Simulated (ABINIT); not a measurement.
# Sb (R-3m) in ABINIT: settings compared

The runs below take Sb through single point, relaxation of cell and atoms, with LDA, PBEsol.

All numbers are computed with ABINIT 10.8.3 (patched build); they aren't measurements. Logs are shortened: lines on timing, memory, paths and dates and some standing lists are left out, and cuts for length are marked. The log counts tension as positive stress, the text compression.

### Step 1. The structure

It takes space group R-3m (No. 166, trigonal). Conventional cell: a = 4.308 Å, b = 4.308 Å, c = 11.274 Å, α = 90.00°, β = 90.00°, γ = 120.00°. Sb (site symmetry 3m) is surrounded by 3 Sb at 2.91 Å.

### Step 2. Single point, LDA

Input file run.abi:

```
# Pseudopotentials
pp_dirpath "./"
pseudos "Sb.upf"

# Structure
acell 3*1.0 Angstrom
rprim
     2.1542000000     1.2437279499     3.7580000000
    -2.1542000000     1.2437279499     3.7580000000
     0.0000000000    -2.4874558998     3.7580000000
ntypat 1
znucl 51
natom 2
typat 1 1
xred
     0.7665100000     0.7665100000     0.7665100000
     0.2334900000     0.2334900000     0.2334900000

# Plane-wave basis
ecut 40.0

# k points
kptopt 1
ngkpt 6 6 6
nshiftk 1
shiftk 0.0 0.0 0.0

# Exchange and correlation
ixc 7

# Bands and occupations
nband 19
occopt 3
tsmear 0.00183747

# SCF cycle
nstep 100
tolvrs 1.0e-10

# Output
iomode 3
prtwf 0
prtden 0
prteig 0
prtebands 0
prtvol 2
```

Potentials or basis: PseudoDojo NC SR LDA v0.4.1 standard.

The run is started by

```bash
$ abinit run.abi > log 2>&1
```

run.abo:

```text
.Version 10.8.3 of ABINIT
 Symmetries : space group R-3 m (#166); Bravais hR (rhombohedral)
================================================================================
 Values of the parameters that define the memory need of the present run
     intxc =       0    ionmov =       0      iscf =       7    lmnmax =       6
     lnmax =       6     mgfft =      50  mpssoang =       3    mqgrid =    3001
     natom =       2  nloc_mem =       1    nspden =       1   nspinor =       1
    nsppol =       1      nsym =      12    n1xccc =    2501    ntypat =       1
    occopt =       3   xclevel =       1
       mpw =        4946          nfft =      125000          nkpt =          32
================================================================================
================================================================================

--------------------------------------------------------------------------------
------------- Echo of variables that govern the present computation ------------
--------------------------------------------------------------------------------
 -outvars: echo values of preprocessed input variables --------
            acell      1.8897261259E+00  1.8897261259E+00  1.8897261259E+00 Bohr
              amu      1.21753000E+02
             ecut      4.00000000E+01 Hartree
              ixc           7
         kptrlatt        6    0    0      0    6    0      0    0    6
          kptrlen      4.88501762E+01
            natom           2
            nband          19
            ngfft          50      50      50
             nkpt          32
            nstep         100
             nsym          12
           ntypat           1
           occopt           3
           prtden           0
        prtebands           0
           prteig           0
           prtvol           2
            prtwf           0
            rprim      2.1542000000E+00  1.2437279499E+00  3.7580000000E+00
                      -2.1542000000E+00  1.2437279499E+00  3.7580000000E+00
                       0.0000000000E+00 -2.4874558998E+00  3.7580000000E+00
          spgroup         166
           tolvrs      1.00000000E-10
           tsmear      1.83747000E-03 Hartree
            typat      1  1
           xangst      6.5944698456E-17 -2.8312531642E-17  8.6416337400E+00
                      -7.1942261302E-18 -4.0728238676E-17  2.6323662600E+00
            xcart      1.2461741954E-16 -5.3502930734E-17  1.6330321049E+01
                      -1.3595117074E-17 -7.6965216688E-17  4.9744512945E+00
             xred      7.6651000000E-01  7.6651000000E-01  7.6651000000E-01
                       2.3349000000E-01  2.3349000000E-01  2.3349000000E-01
            znucl       51.00000

================================================================================

 chkinp: Checking input parameters for consistency.

================================================================================
== DATASET  1 ==================================================================

--- !DatasetInfo
iteration_state: {dtset: 1, }
dimensions: {natom: 2, nkpt: 32, mband: 19, nsppol: 1, nspinor: 1, nspden: 1, mpw: 4946, }
cutoff_energies: {ecut:  40.0, pawecutdg:  -1.0, }
electrons: {nelect:   3.00000000E+01, charge:   0.00000000E+00, occopt:   3.00000000E+00, tsmear:   1.83747000E-03, }
meta: {optdriver: 0, ionmov: 0, optcell: 0, iscf: 7, paral_kgb: 0, }
...

 Exchange-correlation functional for the present dataset will be:
  LDA: Perdew-Wang 92 LSD fit to Ceperley-Alder data - ixc=7
  J.P.Perdew and Y.Wang, PRB 45, 13244 (1992)

 Real(R)+Recip(G) space primitive vectors, cartesian coordinates (Bohr,Bohr^-1):
 R(1)=  4.0708480  2.3503052  7.1015908  G(1)=  0.1228245  0.0709128  0.0469378
 R(2)= -4.0708480  2.3503052  7.1015908  G(2)= -0.1228245  0.0709128  0.0469378
 R(3)=  0.0000000 -4.7006104  7.1015908  G(3)=  0.0000000 -0.1418256  0.0469378
 Unit cell volume ucvol=  4.0767684E+02 bohr^3
 Angles (23,13,12)=  5.71101732E+01  5.71101732E+01  5.71101732E+01 degrees

[... 36 lines left out ...]
 kpt#   1, nband= 19, wtk=  0.00463, kpt=  0.0000  0.0000  0.0000 (reduced coord)
  -0.83352   -0.83352   -0.83019   -0.83019   -0.82932   -0.82598   -0.82598   -0.82578
  -0.82301   -0.82301   -0.22450    0.06119    0.16906    0.17917    0.17917    0.32153
   0.34340    0.34340    0.43615
      occupation numbers for kpt#   1
   2.00000    2.00000    2.00000    2.00000    2.00000    2.00000    2.00000    2.00000
   2.00000    2.00000    2.00000    2.00000    2.00000    2.00000    2.00000    0.00000
   0.00000    0.00000    0.00000
 kpt#   2, nband= 19, wtk=  0.02778, kpt=  0.1667  0.0000  0.0000 (reduced coord)
  -0.83312   -0.83294   -0.83001   -0.82986   -0.82907   -0.82625   -0.82620   -0.82601
  -0.82359   -0.82343   -0.21331    0.01999    0.17074    0.17688    0.19332    0.31009
   0.31696    0.31895    0.41479
      occupation numbers for kpt#   2
   2.00000    2.00000    2.00000    2.00000    2.00000    2.00000    2.00000    2.00000
   2.00000    2.00000    2.00000    2.00000    2.00000    2.00000    2.00000    0.00000
   0.00000    0.00000    0.00000
 kpt#   3, nband= 19, wtk=  0.02778, kpt=  0.3333  0.0000  0.0000 (reduced coord)
[... 224 lines left out ...]
  -0.83221   -0.83123   -0.82946   -0.82925   -0.82825   -0.82712   -0.82653   -0.82643
  -0.82537   -0.82443   -0.14375   -0.07826    0.07323    0.09956    0.23026    0.25945
   0.39952    0.40369    0.45662
      occupation numbers for kpt#  31
   2.00000    2.00000    2.00000    2.00000    2.00000    2.00000    2.00000    2.00000
   2.00000    2.00000    2.00000    2.00000    2.00000    2.00000    1.99908    0.00055
   0.00000    0.00000    0.00000
 kpt#  32, nband= 19, wtk=  0.00463, kpt=  0.5000  0.5000  0.5000 (reduced coord)
  -0.83171   -0.83171   -0.82952   -0.82952   -0.82858   -0.82648   -0.82648   -0.82646
  -0.82498   -0.82498   -0.16839   -0.08799    0.19718    0.19718    0.22491    0.24935
   0.24935    0.28384    0.50356
      occupation numbers for kpt#  32
   2.00000    2.00000    2.00000    2.00000    2.00000    2.00000    2.00000    2.00000
   2.00000    2.00000    2.00000    2.00000    2.00000    2.00000    1.99995    0.12599
   0.12599    0.00000    0.00000
 Total charge density [el/Bohr^3]
)     Maximum=    1.4754E+00  at reduced coord.    0.7000    0.7200    0.8600
)Next maximum=    1.4754E+00  at reduced coord.    0.7200    0.7000    0.8600
)     Minimum=    3.3206E-03  at reduced coord.    0.0000    0.0000    0.0000
)Next minimum=    3.3456E-03  at reduced coord.    0.9800    0.0200    0.0000
   Integrated=    3.0000E+01

--- !EnergyTerms
iteration_state     : {dtset: 1, }
comment             : Components of total free energy in Hartree
kinetic             :  1.06105924932415E+02
hartree             :  4.43035137102274E+01
xc                  : -4.47906497260843E+01
Ewald energy        : -1.07854485019819E+02
psp_core            :  3.90904042917163E+00
local_psp           : -1.44461664828837E+02
non_local_psp       : -3.86900449915816E+01
internal            : -1.81478365494507E+02
'-kT*entropy'       : -9.18260821295630E-05
total_energy        : -1.81478457320590E+02
total_energy_eV     : -4.93828039747534E+03
band_energy         : -1.61440439299104E+01
...

 Cartesian components of stress tensor (hartree/bohr^3)
  sigma(1 1)=  3.76870106E-05  sigma(3 2)=  0.00000000E+00
  sigma(2 2)=  3.76870104E-05  sigma(3 1)=  0.00000000E+00
  sigma(3 3)=  4.56260363E-05  sigma(2 1)=  0.00000000E+00

-Cartesian components of stress tensor (GPa)         [Pressure= -1.1866E+00 GPa]
- sigma(1 1)=  1.10879013E+00  sigma(3 2)=  0.00000000E+00
- sigma(2 2)=  1.10879013E+00  sigma(3 1)=  0.00000000E+00
- sigma(3 3)=  1.34236433E+00  sigma(2 1)=  0.00000000E+00

== END DATASET(S) ==============================================================
================================================================================

 -outvars: echo values of variables after computation  --------
            acell      1.8897261259E+00  1.8897261259E+00  1.8897261259E+00 Bohr
           etotal     -1.8147845732E+02
            fcart     -2.5434879216E-19 -1.2096324876E-19  1.1985095995E-03
                       2.5434879216E-19  1.2096324876E-19 -1.1985095995E-03
            rprim      2.1542000000E+00  1.2437279499E+00  3.7580000000E+00
                      -2.1542000000E+00  1.2437279499E+00  3.7580000000E+00
                       0.0000000000E+00 -2.4874558998E+00  3.7580000000E+00
           strten      3.7687010586E-05  3.7687010404E-05  4.5626036297E-05
                       0.0000000000E+00  0.0000000000E+00  0.0000000000E+00
           xangst      6.5944698456E-17 -2.8312531642E-17  8.6416337400E+00
                      -7.1942261302E-18 -4.0728238676E-17  2.6323662600E+00
             xred      7.6651000000E-01  7.6651000000E-01  7.6651000000E-01
                       2.3349000000E-01  2.3349000000E-01  2.3349000000E-01
 Calculation completed.
```

Wall time 1.7 min (1 thread of Arm Neoverse V1, shared host); peak memory 0.12 GiB.

What came out:

```
Free energy                                           : -4938.2804 eV
Pressure                                              : -1.2 GPa
Largest force                                         : 0.062 eV/Å
Band gap on the k mesh                                : none (metal or under the smearing width)
Valence electrons inside the program's atomic spheres : Sb 11.22 (radii [1.0584] Å)
```

Forces on the atoms (eV/Å):
```
Sb   0.000  0.000  0.062
Sb   0.000  0.000 -0.062
```

Stress tensor (GPa, compression positive):
```
-1.11  0.00  0.00
 0.00 -1.11  0.00
 0.00  0.00 -1.34
```

Levels at points of the mesh, in eV from the Fermi level:
```tsv
k point	band 12	band 13	band 14	band 15	band 16	band 17	band 18	band 19
(0.00, 0.00, 0.00)	-4.99	-2.05	-1.77	-1.77	2.10	2.69	2.69	5.22
(0.50, 0.00, 0.00)	-9.69	-1.91	-1.80	-0.29	-0.24	0.15	0.49	7.65
(0.50, 0.50, 0.00)	-8.08	-5.43	-3.73	-3.63	1.58	4.88	5.47	6.82
(0.50, 0.50, 0.50)	-9.04	-1.28	-1.28	-0.53	0.14	0.14	1.07	7.05
```

### Step 3. Single point, LDA

run.abi: that of step 2 with these lines changed.

```diff
@@ -5,7 +5,7 @@
 # Structure
-acell 3*1.0 Angstrom
+acell 3*1.0
 rprim
-     2.1542000000     1.2437279499     3.7580000000
-    -2.1542000000     1.2437279499     3.7580000000
-     0.0000000000    -2.4874558998     3.7580000000
+     4.0708480177     2.3503051989     7.1015907763
+    -4.0708480177     2.3503051989     7.1015907763
+     0.0000000000    -4.7006103977     7.1015907763
 ntypat 1
@@ -33,3 +33,3 @@
 occopt 3
-tsmear 0.00183747
+tsmear 0.05 eV
 
@@ -45,2 +45,3 @@
 prtebands 0
+enunit 2
 prtvol 2
```

Potentials or basis: PseudoDojo NC SR LDA v0.4.1 standard.

The run is started by

```bash
$ mpirun --bind-to none -np 4 abinit run.abi > log 2>&1
```

Run time: 25 s. Hardware: 4 MPI ranks of Arm Neoverse V2, shared host; peak memory 0.32 GiB.

It converged, with:

| Property | Result |
| --- | --- |
| Free energy | -4938.2804 eV |
| Pressure | -1.2 GPa |
| Largest force | 0.062 eV/Å |
| Band gap on the k mesh | none (metal or under the smearing width) |
| Valence electrons inside the program's atomic spheres | Sb 11.22 (radii [1.0584] Å) |

Forces in eV/Å, atoms in the order of the input:
```
Sb   0.000  0.000  0.062
Sb   0.000  0.000 -0.062
```

Stress tensor (GPa, compression positive):
```
-1.11  0.00  0.00
 0.00 -1.11  0.00
 0.00  0.00 -1.34
```

Levels at points of the mesh, in eV from the Fermi level:
```csv
k point,band 11,band 12,band 13,band 14,band 15,band 16,band 17,band 18,band 19
"(0.00, 0.00, 0.00)",-12.76,-4.99,-2.05,-1.77,-1.77,2.10,2.69,2.69,5.22
"(0.50, 0.00, 0.00)",-10.41,-9.69,-1.91,-1.80,-0.29,-0.24,0.15,0.49,7.65
"(0.50, 0.50, 0.00)",-10.41,-8.08,-5.43,-3.73,-3.63,1.58,4.88,5.47,6.82
"(0.50, 0.50, 0.50)",-11.23,-9.04,-1.28,-1.28,-0.53,0.14,0.14,1.07,7.05
```

### Step 4. Relaxation of cell and atoms, PBEsol

Input file run.abi:

```
# Pseudopotentials
pp_dirpath "./"
pseudos "Sb.upf"

# Structure
acell 8.5163565957 8.5163565957 8.5163565957
rprim
     0.4780034715     0.2759754330     0.8338766345
    -0.4780034715     0.2759754330     0.8338766345
     0.0000000000    -0.5519508659     0.8338766345
ntypat 1
znucl 51
natom 2
typat 1 1
chkprim 0
chksymtnons 0
tolsym 1.0e-6
xred
   0.7665100000   0.7665100000   0.7665100000
   0.2334900000   0.2334900000   0.2334900000

# Plane-wave basis
ecut 40.0
ecutsm 0.5

# k points
kptopt 1
ngkpt 6 6 6
nshiftk 1
shiftk 0.0 0.0 0.0

# Exchange and correlation
ixc -116133

# Bands and occupations
nband 19
occopt 3
tsmear 0.05 eV

# SCF cycle
nstep 80
tolvrs 1.0e-12

# Output
iomode 3
prteig 0
prtebands 0
prtwf 0
prtden 0

# Relaxation
ionmov 2
optcell 2
ntime 50
tolmxf 2.0e-5
dilatmx 1.08
```

Potentials or basis: PseudoDojo NC SR PBEsol v0.4.1 standard.

The run is started by

```bash
$ mpirun --bind-to none -np 4 abinit run.abi > log 2>&1
```

It took 4.3 min on 4 MPI ranks of Arm Neoverse V2, shared host; peak memory 0.48 GiB.

Results (log left out):

| Property | Result |
| --- | --- |
| Free energy | -4940.6786 eV |
| Relaxed volume | 30.17 Å³/atom |
| Relaxed cell | a = 4.489 Å, b = 4.489 Å, c = 4.489 Å, α = 57.54°, β = 57.54°, γ = 57.54° |
| Space group after relaxing (to 0.05 Å) | R-3m (No. 166) |
| Energy gained by relaxing | 0.3 meV/atom |
| Ionic steps | 8 |
| Pressure after relaxing | 0.0 GPa |
| Band gap on the k mesh | none (metal or under the smearing width) |

The path:
```
step  energy change (eV)  largest force (eV/Å)  pressure (GPa)  volume (Å³)
   1              0.0000                0.0370            0.14        60.41
   2             -0.0001                0.0312            0.10        60.44
   3             -0.0003                0.0014           -0.10        60.57
   4             -0.0003                0.0039           -0.11        60.57
   5             -0.0005                0.0118           -0.12        60.48
   6             -0.0006                0.0068           -0.06        60.40
   7             -0.0006                0.0007           -0.01        60.35
   8             -0.0006                0.0006            0.00        60.34
```

Final structure:
```
Sb
1.0
     2.16049    1.24736    3.73193
    -2.16049    1.24736    3.73193
     0.00000   -2.49472    3.73193
Sb
2
Direct
  0.76605 0.76605 0.76605
  0.23395 0.23395 0.23395
```

### Step 5. Single point, PBEsol (cell relaxed)

Input file run.abi:

```
# Pseudopotentials
pp_dirpath "./"
pseudos "Sb.upf"

# Structure
acell 4.4889777672 4.4889777672 4.488977764 Angstrom
rprim
     0.4812882781     0.2778719175     0.8313535895
    -0.4812882781     0.2778719175     0.8313535895
     0.0000000000    -0.5557438333     0.8313535901
ntypat 1
znucl 51
natom 2
typat 1 1
xred
     0.7660547400     0.7660547400     0.7660547400
     0.2339452600     0.2339452600     0.2339452600
chkprim 0
chksymtnons 0
tolsym 1.0e-6

# Plane-wave basis
ecut 40.0

# k points
kptopt 1
ngkpt 6 6 6
nshiftk 1
shiftk 0.0 0.0 0.0

# Exchange and correlation
ixc -116133

# Bands and occupations
nband 19
occopt 3
tsmear 0.00183747

# SCF cycle
nstep 100
tolvrs 1.0e-10

# Output
iomode 3
prtwf 0
prtden 0
prteig 0
prtebands 0
enunit 1
```

The run is started by

```bash
$ mpirun --bind-to none -np 4 abinit run.abi > log 2>&1
```

Wall time 24 s (4 MPI ranks of Arm Neoverse V2, shared host); peak memory 0.36 GiB.

The run converged. Its results:

```yaml
Free_energy: -4940.6790 eV
Pressure: -0.1 GPa
Band_gap_on_the_k_mesh: none (metal or under the smearing width)
Valence_electrons_inside_the_program's_atomic_spheres: Sb 11.21 (radii [1.0584] Å)
```

Levels at points of the mesh, in eV from the Fermi level:
```tsv
k point	band 11	band 12	band 13	band 14	band 15	band 16	band 17	band 18	band 19
(0.00, 0.00, 0.00)	-12.74	-4.85	-2.01	-1.81	-1.81	2.13	2.72	2.72	5.07
(0.50, 0.00, 0.00)	-10.37	-9.68	-1.90	-1.75	-0.31	-0.25	0.17	0.42	7.69
(0.50, 0.50, 0.00)	-10.36	-8.00	-5.49	-3.75	-3.69	1.50	4.96	5.48	6.94
(0.50, 0.50, 0.50)	-11.15	-9.04	-1.32	-1.32	-0.55	0.06	0.06	1.01	7.08
```

Spin-orbit coupling is left out, which matters for the levels of Sb.

### Step 6. Relaxation of cell and atoms, LDA

Input file run.abi:

```
pp_dirpath "./"
pseudos "Sb.upf"

acell 4.5066618304 4.5066618304 4.5066618304 Angstrom
rprim
     0.4780034715     0.2759754330     0.8338766345
    -0.4780034715     0.2759754330     0.8338766345
     0.0000000000    -0.5519508659     0.8338766345
ntypat 1
znucl 51
natom 2
typat 1 1
chkprim 0
chksymtnons 0
tolsym 1.0e-6
xred
   0.7665100000   0.7665100000   0.7665100000
   0.2334900000   0.2334900000   0.2334900000

ecut 42.0
ecutsm 0.5

kptopt 1
ngkpt 6 6 6
nshiftk 1
shiftk 0.0 0.0 0.0

ixc 7

nband 19
occopt 3
tsmear 0.05 eV

nstep 80
tolvrs 1.0e-12

iomode 3
prteig 0
prtebands 0
prtwf 0
prtden 0

ionmov 2
optcell 2
ntime 50
tolmxf 2.0e-5
dilatmx 1.08
```

Potentials or basis: PseudoDojo NC SR LDA v0.4.1 standard.

The run is started by

```bash
$ mpirun --bind-to none -np 4 abinit run.abi > log 2>&1
```

Run time: 5.3 min. Hardware: 4 MPI ranks of Arm Neoverse V2, shared host; peak memory 0.4 GiB.

It converged, with:

```yaml
Free_energy: -4938.2864 eV
Relaxed_volume: 29.48 Å³/atom
Relaxed_cell: a = 4.449 Å, b = 4.449 Å, c = 4.449 Å, α = 57.69°, β = 57.69°, γ = 57.69°
Space_group_after_relaxing_to_0.05_Å: R-3m (No. 166)
Energy_gained_by_relaxing: 2.4 meV/atom
Ionic_steps: 10
Pressure_after_relaxing: 0.0 GPa
Band_gap_on_the_k_mesh: none (metal or under the smearing width)
```

The path:
| step | energy change (eV) | largest force (eV/Å) | pressure (GPa) | volume (Å³) |
| --- | --- | --- | --- | --- |
| 1 | 0.0000 | 0.0616 | -1.09 | 60.41 |
| 2 | -0.0013 | 0.0385 | -0.89 | 60.21 |
| 3 | -0.0038 | 0.0565 | -0.02 | 59.36 |
| 4 | -0.0039 | 0.0528 | -0.02 | 59.35 |
| 5 | -0.0048 | 0.0083 | 0.02 | 58.97 |
| 6 | -0.0048 | 0.0117 | 0.02 | 58.95 |
| 7 | -0.0048 | 0.0150 | 0.01 | 58.94 |
| 8 | -0.0049 | 0.0129 | 0.00 | 58.93 |
| 9 | -0.0049 | 0.0057 | 0.00 | 58.95 |
| 10 | -0.0049 | 0.0009 | 0.00 | 58.97 |

Final structure:
```
CELL_PARAMETERS angstrom
2.14653 1.23930 3.69458
-2.14653 1.23930 3.69458
0.00000 -2.47859 3.69458
ATOMIC_POSITIONS crystal
Sb 0.76583 0.76583 0.76583
Sb 0.23417 0.23417 0.23417
```

The run has no spin-orbit coupling, so splittings on Sb are missing. LDA usually gives volumes a few per cent too small.

### Step 7. Overview

| task | level | potentials or basis | cell | cutoff (eV) | cell freedom (optcell) | optimiser (ionmov) | cutoff smearing ecutsm (Ha) | force stop (Ha/bohr) | gap on the mesh (eV) | pressure (GPa) | relaxed volume (Å³/atom) |
| --- | --- | --- | --- | --- | --- | --- | --- | --- | --- | --- | --- |
| single point | LDA | PseudoDojo NC SR LDA v0.4.1 standard | as given | 1088 | - | - | - | - | none | -1.2 | - |
| relaxation of cell and atoms | PBEsol | PseudoDojo NC SR PBEsol v0.4.1 standard | relaxed | 1088 | 2 | 2 | 0.5 | 2e-05 | none | 0.0 | 30.17 |
| single point | PBEsol | PseudoDojo NC SR PBEsol v0.4.1 standard | cell relaxed | 1088 | - | - | - | - | none | -0.1 | - |
| relaxation of cell and atoms | LDA | PseudoDojo NC SR LDA v0.4.1 standard | relaxed | 1143 | 2 | 2 | 0.5 | 2e-05 | none | 0.0 | 29.48 |

Alike in all rows: no spin polarisation; k mesh 6 × 6 × 6; smearing fermi-dirac 0.05 eV.

Total energies depend on the potentials used, so only differences within one code and one set of settings carry meaning.
